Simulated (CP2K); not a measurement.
# Ge (Cmcm) in CP2K: relaxation of cell and atoms with LDA

Aim: the relaxation of cell and atoms of Ge with LDA.

All numbers are computed with CP2K 2026.2; they aren't measurements. Logs are shortened: lines on timing, memory, paths and dates and some standing lists are left out, and cuts for length are marked.

## 1. Starting point

The structure is orthorhombic, space group Cmcm (No. 63). The conventional cell has a = 2.976 Å, b = 5.189 Å, c = 4.728 Å, α = 90.00°, β = 90.00°, γ = 90.00°. Ge (site symmetry m2m) is surrounded by 12 Ge at 2.92 to 2.99 Å.

This isn't the form of Ge at room conditions, which is diamond.

## 2. Relaxation of cell and atoms, LDA

ge_vcrelax.inp reads:

```
&GLOBAL
  PROJECT ge_vcrelax
  RUN_TYPE CELL_OPT
  PRINT_LEVEL LOW
&END GLOBAL
&FORCE_EVAL
  METHOD QS
  STRESS_TENSOR ANALYTICAL
  &DFT
    BASIS_SET_FILE_NAME BASIS_MOLOPT_UZH
    POTENTIAL_FILE_NAME GTH_POTENTIALS
    &MGRID
      CUTOFF 450
      REL_CUTOFF 60
      NGRIDS 4
    &END MGRID
    &QS
      METHOD GPW
      EPS_DEFAULT 1.0E-9
      EXTRAPOLATION USE_PREV_P
    &END QS
    &KPOINTS
      SCHEME MONKHORST-PACK 8 8 5
      GAMMA_CENTERED T
    &END KPOINTS
    &SCF
      SCF_GUESS ATOMIC
      EPS_SCF 1.0E-6
      MAX_SCF 100
      ADDED_MOS 10
      CHOLESKY OFF
      EPS_EIGVAL 1.0E-7
      &DIAGONALIZATION ON
        ALGORITHM STANDARD
      &END DIAGONALIZATION
      &MIXING ON
        METHOD BROYDEN_MIXING
        ALPHA 0.4
        BETA 1.5
        NBUFFER 8
      &END MIXING
      &SMEAR ON
        METHOD FERMI_DIRAC
        ELECTRONIC_TEMPERATURE [K] 116.045
      &END SMEAR
    &END SCF
    &XC
      &XC_FUNCTIONAL
        &LDA_X
        &END LDA_X
        &LDA_C_PW
        &END LDA_C_PW
      &END XC_FUNCTIONAL
    &END XC
    &PRINT
      &KPOINTS ON
      &END KPOINTS
      &MULLIKEN ON
        &EACH
          CELL_OPT 0
        &END EACH
        ADD_LAST NUMERIC
      &END MULLIKEN
      &MO ON
        ENERGIES T
        OCCUPATION_NUMBERS T
        &EACH
          QS_SCF 0
          CELL_OPT 0
        &END EACH
        ADD_LAST NUMERIC
      &END MO
    &END PRINT
  &END DFT
  &SUBSYS
    &CELL
      A 2.9911060964 0.0000000000 0.0000000000
      B -1.5105156818 2.5816773723 0.0000000000
      C 0.0000000000 0.0000000000 4.7275957900
      PERIODIC XYZ
    &END CELL
    &COORD
      SCALED
      Ge  0.3334466300 0.6665533700 0.2500000000
      Ge  0.6665533700 0.3334466300 0.7500000000
    &END COORD
    &KIND Ge
      BASIS_SET TZVP-MOLOPT-PBE-GTH-q4
      POTENTIAL GTH-PADE-q4
    &END KIND
    &PRINT
      &ATOMIC_COORDINATES ON
      &END ATOMIC_COORDINATES
      &CELL ON
      &END CELL
    &END PRINT
  &END SUBSYS
  &PRINT
    &FORCES ON
    &END FORCES
    &STRESS_TENSOR ON
    &END STRESS_TENSOR
  &END PRINT
&END FORCE_EVAL
&MOTION
  &CELL_OPT
    OPTIMIZER BFGS
    MAX_ITER 40
    MAX_FORCE [eV*angstrom^-1] 0.03
    RMS_FORCE [eV*angstrom^-1] 0.03
    MAX_DR 1.0E-2
    RMS_DR 1.0E-2
    EXTERNAL_PRESSURE [bar] 0.0
    PRESSURE_TOLERANCE [bar] 300
    KEEP_SPACE_GROUP T
  &END CELL_OPT
  &PRINT
    &TRAJECTORY ON
    &END TRAJECTORY
    &CELL ON
    &END CELL
    &FORCES ON
    &END FORCES
    &STRESS ON
    &END STRESS
    &RESTART OFF
    &END RESTART
    &RESTART_HISTORY OFF
    &END RESTART_HISTORY
  &END PRINT
&END MOTION
```

Potentials or basis: GTH_POTENTIALS Ge GTH-PADE-q4; TZVP-MOLOPT-PBE-GTH basis.

Run with:

```bash
$ OMP_NUM_THREADS=1 cp2k.psmp -i ge_vcrelax.inp -o ge_vcrelax.out
```

ge_vcrelax.out:

```text

 CP2K| version string:                                       CP2K version 2026.2
 CP2K| Input file name                                            ge_vcrelax.inp

 GLOBAL| Force Environment number                                              1
 GLOBAL| Basis set file name                                    BASIS_MOLOPT_UZH
 GLOBAL| Potential file name                                      GTH_POTENTIALS
 GLOBAL| MM Potential file name                                     MM_POTENTIAL
 GLOBAL| Coordinate file name                                      __STD_INPUT__
 GLOBAL| Method name                                                        CP2K
 GLOBAL| Project name                                                 ge_vcrelax
 GLOBAL| Run type                                                       CELL_OPT
 GLOBAL| FFT library                                                       FFTW3
 GLOBAL| Diagonalization library                                       ScaLAPACK
[... 5 lines left out ...]
 GLOBAL| Total number of message passing processes                             1
 GLOBAL| Number of threads for this process                                    1
 GLOBAL| CPU model name                                 Intel(R) Xeon(R) 6975P-C

 CELL| Volume [angstrom^3]:                                            36.506830
 CELL| Vector a [angstrom]:       2.991     0.000     0.000   |a| =     2.991106
 CELL| Vector b [angstrom]:      -1.511     2.582     0.000   |b| =     2.991106
 CELL| Vector c [angstrom]:       0.000     0.000     4.728   |c| =     4.727596
 CELL| Angle (b,c), alpha [degree]:                                    90.000000
 CELL| Angle (a,c), beta  [degree]:                                    90.000000
 CELL| Angle (a,b), gamma [degree]:                                   120.331510
 CELL| Numerically orthorhombic:                                              NO
 CELL| Periodicity                                                           XYZ

 CELL_REF| Volume [angstrom^3]:                                        36.506830
 CELL_REF| Vector a [angstrom     2.991     0.000     0.000   |a| =     2.991106
 CELL_REF| Vector b [angstrom    -1.511     2.582     0.000   |b| =     2.991106
 CELL_REF| Vector c [angstrom     0.000     0.000     4.728   |c| =     4.727596
 CELL_REF| Angle (b,c), alpha [degree]:                                90.000000
 CELL_REF| Angle (a,c), beta  [degree]:                                90.000000
 CELL_REF| Angle (a,b), gamma [degree]:                               120.331510
 CELL_REF| Numerically orthorhombic:                                          NO
 CELL_REF| Periodicity                                                       XYZ
[... 9 lines left out ...]
 TOTAL NUMBERS AND MAXIMUM NUMBERS

  Total number of            - Atomic kinds:                                   1
                             - Atoms:                                          2
                             - Shell sets:                                     2
                             - Shells:                                        14
                             - Primitive Cartesian functions:                  8
                             - Cartesian basis functions:                     36
                             - Spherical basis functions:                     34

  Maximum angular momentum of the orbital basis functions:                     2

 MODULE QUICKSTEP: ATOMIC COORDINATES IN ANGSTROM

   Atom Kind Element         X             Y             Z       Z(eff)     Mass
      1    1 Ge   32     -0.009465      1.720826      1.181899   4.0000  72.6400
      2    1 Ge   32      1.490055      0.860852      3.545697   4.0000  72.6400

 SCF PARAMETERS         Density guess:                                    ATOMIC
                        --------------------------------------------------------
                        max_scf:                                             100
[... 7 lines left out ...]
                        --------------------------------------------------------
                        level_shift [a.u.]:                             0.000000
                        added MOs                                        10    0
                        --------------------------------------------------------
                        Mixing method:                            BROYDEN_MIXING
                                                charge density mixing in g-space
                        --------------------------------------------------------
                        Smear method:                                FERMI_DIRAC
                        Electronic temperature [K]:                        116.0
                        Electronic temperature [a.u.]:                  3.67E-04
                        Accuracy threshold:                             1.00E-10
                        --------------------------------------------------------
                        No outer SCF

[... 830 lines left out ...]
 *** neighborlist: might affect quality of initial guess      ***

 [... this warning repeats ...]

 Extrapolation method: previous_p

 Number of electrons:                                                          8
 Number of occupied orbitals:                                                  4
 Number of molecular orbitals:                                                14

 Number of orbital functions:                                                 34
 Number of independent orbital functions:                                     34

 [... 25 further force evaluations ...]

 SCF WAVEFUNCTION OPTIMIZATION

  Step     Update method      Time    Convergence         Total energy    Change
  ------------------------------------------------------------------------------
     1 NoMix/Diag. 0.40E+00    0.6     0.08662237        -7.9765511338 -7.98E+00
     2 Broy./Diag. 0.40E+00    0.8     0.00049598        -7.9732854277  3.27E-03
     3 Broy./Diag. 0.40E+00    0.8     0.00139161        -7.9704357617  2.85E-03
     4 Broy./Diag. 0.40E+00    0.8     0.00005395        -7.9709601827 -5.24E-04
     5 Broy./Diag. 0.40E+00    0.8     0.00004257        -7.9711347266 -1.75E-04
     6 Broy./Diag. 0.40E+00    0.8     0.00002625        -7.9709949951  1.40E-04
     7 Broy./Diag. 0.40E+00    0.8     0.00000393        -7.9709558676  3.91E-05
     8 Broy./Diag. 0.40E+00    0.9     0.00000328        -7.9709435343  1.23E-05
     9 Broy./Diag. 0.40E+00    1.0     0.00000048        -7.9709378497  5.68E-06
[... 322 lines left out ...]
 OPT| Scaling factor                                                0.0114902817
 OPT| Step size                                                     0.0402283217
 OPT| Trust radius                                                  0.4724315332
 OPT| Decrease in energy                                                     YES
 OPT|
 OPT| Maximum step size                                             0.0402283217
 OPT| Convergence limit for maximum step size                       0.0100000000
 OPT| Maximum step size is converged                                          NO
 OPT|
 OPT| RMS step size                                                 0.0194454318
 OPT| Convergence limit for RMS step size                           0.0100000000
 OPT| RMS step size is converged                                              NO
 OPT|
 OPT| Maximum gradient                                              0.0001520620
 OPT| Convergence limit for maximum gradient                        0.0005834072
 OPT| Maximum gradient is converged                                          YES
 OPT|
 OPT| RMS gradient                                                  0.0000480863
 OPT| Convergence limit for RMS gradient                            0.0005834072
 OPT| RMS gradient is converged                                              YES
 OPT|
 OPT| Pressure deviation [bar]                                    522.2776438587
 OPT| Pressure tolerance [bar]                                    300.0000000000
 OPT| Pressure is converged                                                   NO
 OPT| **************************************************************************
[... 100 lines left out ...]
 OPT| Scaling factor                                                0.0114902817
 OPT| Step size                                                     0.0054971442
 OPT| Trust radius                                                  0.4724315332
 OPT| Decrease in energy                                                     YES
 OPT|
 OPT| Maximum step size                                             0.0054971442
 OPT| Convergence limit for maximum step size                       0.0100000000
 OPT| Maximum step size is converged                                         YES
 OPT|
 OPT| RMS step size                                                 0.0018339209
 OPT| Convergence limit for RMS step size                           0.0100000000
 OPT| RMS step size is converged                                             YES
 OPT|
 OPT| Maximum gradient                                              0.0000604283
 OPT| Convergence limit for maximum gradient                        0.0005834072
 OPT| Maximum gradient is converged                                          YES
 OPT|
 OPT| RMS gradient                                                  0.0000226433
 OPT| Convergence limit for RMS gradient                            0.0005834072
 OPT| RMS gradient is converged                                              YES
 OPT|
 OPT| Pressure deviation [bar]                                    135.2498106282
 OPT| Pressure tolerance [bar]                                    300.0000000000
 OPT| Pressure is converged                                                  YES
 OPT| **************************************************************************

 *******************************************************************************
 ***                    GEOMETRY OPTIMIZATION COMPLETED                      ***
 *******************************************************************************

 write_final_structure: Optimization converged, writing XYZ file gladly:
  ge_vcrelax-FINAL-1_34.xyz

 write_final_structure: Optimization converged, writing CIF file gladly:
  ge_vcrelax-FINAL-1_34.cif

 write_final_structure: Done!

                    Reevaluating energy at the minimum

 CELL| Volume [angstrom^3]:                                            35.584783
 CELL| Vector a [angstrom]:       2.779     0.000     0.000   |a| =     2.778668
 CELL| Vector b [angstrom]:      -1.318     2.471     0.000   |b| =     2.800373
 CELL| Vector c [angstrom]:      -0.000     0.000     5.183   |c| =     5.183103
 CELL| Angle (b,c), alpha [degree]:                                    90.000000
 CELL| Angle (a,c), beta  [degree]:                                    90.000000
 CELL| Angle (a,b), gamma [degree]:                                   118.077545
 CELL| Numerically orthorhombic:                                              NO
 CELL| Periodicity                                                           XYZ
[... 313 lines left out ...]
 MO|      4               0.163685               4.454102               2.000000
 MO|      5               0.218747               5.952413               2.000000
 MO|      6               0.299998               8.163356               0.000000
 MO|      7               0.405915              11.045498               0.000000
 MO|      8               0.471829              12.839127               0.000000
 MO|      9               0.574471              15.632142               0.000000
 MO|     10               0.726723              19.775143               0.000000
 MO|     11               0.728710              19.829206               0.000000
 MO|     12               0.833829              22.689651               0.000000
 MO|     13               0.840661              22.875536               0.000000
 MO|     14               0.973714              26.496115               0.000000
 MO| Sum:                                                              10.000000
 MO| E(Fermi):            0.226423 a.u.          6.161287 eV
 MO| Band gap:            0.055062 a.u.          1.498311 eV

 [... the levels of further k-points ...]

 !-----------------------------------------------------------------------------!
                     Mulliken Population Analysis

 #  Atom  Element  Kind  Atomic population                           Net charge
       1     Ge       1          4.000006                             -0.000006
       2     Ge       1          3.999994                              0.000006
 # Total charge                              8.000000                 -0.000000

 !-----------------------------------------------------------------------------!

 ENERGY| Total FORCE_EVAL ( QS ) energy [hartree]             -7.971051748764268
```

Wall time 5.1 min (1 thread of Intel Xeon 6975P-C (Granite Rapids), shared host); peak memory 0.3 GiB.

What came out:

```
Free energy                            : -216.9033 eV
Relaxed volume                         : 17.79 Å³/atom
Relaxed cell                           : a = 2.779 Å, b = 2.800 Å, c = 5.183 Å, α = 90.00°, β = 90.00°, γ = 118.08°
Space group after relaxing (to 0.05 Å) : Cmmm (No. 65)
Energy gained by relaxing              : 153.8 meV/atom
Ionic steps                            : 36
Pressure after relaxing                : 0.0 GPa
Band gap on the k mesh                 : none (metal or under the smearing width)
```

Step by step:
```
step  energy change (eV)  largest force (eV/Å)  volume (Å³)
   1              0.0000                0.0278        36.51
   2             -0.0003                0.0291        36.48
   3             -0.0114                0.0122        34.91
   4             -0.0058                0.0217        34.10
   5             -0.0132                0.0163        34.80
   6             -0.0144                0.0169        34.83
   7             -0.0363                0.0272        35.63
   8             -0.0584                0.0064        36.52
   9             -0.0594                0.0026        36.48
  10             -0.0605                0.0021        36.37
  11             -0.0679                0.0184        35.72
  12             -0.0731                0.0323        35.42
  13             -0.0792                0.0532        35.58
  14             -0.0420                0.1186        33.54
  15             -0.0395                0.1106        35.35
  16             -0.0707                0.0533        37.39
  17             -0.0877                0.0805        36.13
  18             -0.0915                0.0971        35.84
  19              0.0310                0.0862        39.90
  20              0.0210                0.1561        34.44
  21             -0.0875                0.1064        35.70
  22             -0.0788                0.0486        35.86
  23             -0.0921                0.1037        35.95
  24             -0.0836                0.1047        35.90
  25             -0.0952                0.1070        35.92
  26             -0.0956                0.1081        35.87
  27             -0.0937                0.1109        35.41
  28             -0.0978                0.1145        35.65
  29             -0.0990                0.1189        35.64
  30             -0.2091                0.2275        35.53
  31             -0.2901                0.0529        35.54
  32             -0.3044                0.0260        35.62
  33             -0.3073                0.0098        35.48
  34             -0.3077                0.0003        35.56
  35             -0.3077                0.0005        35.58
  36             -0.3077                0.0005        35.58
```

Final structure:
```cif
data_structure
_symmetry_space_group_name_H-M 'P 1'
_symmetry_Int_Tables_number 1
_cell_length_a 2.7787
_cell_length_b 2.8004
_cell_length_c 5.1831
_cell_angle_alpha 90.000
_cell_angle_beta 90.000
_cell_angle_gamma 118.078
_cell_volume 35.58
loop_
_atom_site_label
_atom_site_type_symbol
_atom_site_fract_x
_atom_site_fract_y
_atom_site_fract_z
_atom_site_occupancy
Ge1 Ge 0.50027 0.49973 0.25000 1
Ge2 Ge 0.49973 0.50027 0.75000 1
```

Caveat: the basis of atomic orbitals isn't converged, which shifts pressures, moduli and gaps.
